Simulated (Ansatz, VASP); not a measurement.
# Pb in VASP and in Ansatz

INCAR

```
SYSTEM = Pb
ALGO = Normal ; EDIFF = 1E-6
ENCUT = 520 ; GGA = PE
ISIF = 2 ; ISMEAR = 0
LASPH = .TRUE. ; LCHARG = .FALSE.
LREAL = .FALSE. ; LWAVE = .FALSE.
NBANDS = 43 ; NELM = 100
PREC = Accurate ; SIGMA = 0.1
```

The input KPOINTS:

```
k-points
0
G
  4 4 4
  0 0 0
```

The input POSCAR:

```
Pb
1.0
    2.9900496303     -4.4628571084      0.0000000000
    2.9900496303      4.4628571084      0.0000000000
    0.0000000000      0.0000000000      6.7597258193
Pb
5
Direct
    0.5000000000      0.0000000000      0.2500000000
    0.0000000000      0.5000000000      0.7500000000
    0.0000000000      0.5000000000      0.2500000000
    0.5000000000      0.0000000000      0.7500000000
    0.0000000000      0.0000000000      0.0000000000
```

Input for Ansatz:

```yaml
crystal:
  lattice:
    - [2.9900496303, -4.4628571084, 0.0]
    - [2.9900496303, 4.4628571084, 0.0]
    - [0.0, 0.0, 6.7597258193]
  atoms:
    - { symbol: Pb, position: [0.5, 0.0, 0.25] }
    - { symbol: Pb, position: [0.0, 0.5, 0.75] }
    - { symbol: Pb, position: [0.0, 0.5, 0.25] }
    - { symbol: Pb, position: [0.5, 0.0, 0.75] }
    - { symbol: Pb, position: [0.0, 0.0, 0.0] }
basis:
  ecutwfc: 420
kpoints:
  mp_grid: { grid: [4, 4, 4] }
hamiltonian:
  xc: pbe
scf:
  occupations: { method: gaussian, width: 0.1 }
  lower_state_search: "off"
output:
  forces: true
  stress: true
  eigenvalues: true
```

Alike in both runs: task single point; functional PBE; k mesh 4 × 4 × 4; occupations gaussian, width 0.1 eV; no spin polarisation.

```csv
,VASP,Ansatz
version,VASP 6.6.1,Ansatz 0.2.0
potentials or method,"VASP PAW PBE potentials, release 64 (Pb_d)","scalar-relativistic, plane waves, PAW"
plane-wave cutoff (eV),520,420
valence electrons in the cell,70,70
```

Ansatz gave:

* gap on the k mesh at the Fermi level (eV): none
* pressure (GPa): 5.5
* largest component of the traceless stress (GPa): 4.74
* rms of the force components (eV/Å): 0.285

Q: Estimate VASP's values.

A: gap on the k mesh at the Fermi level (eV): none; pressure (GPa): 5.5; largest component of the traceless stress (GPa): 4.72; rms of the force components (eV/Å): 0.285.

Atom by atom the forces differ by 0.001 eV/Å (rms over components). A gap of «none» marks a metal or a gap that the smearing closes.

Spin-orbit coupling is left out, which matters for the levels of Pb.
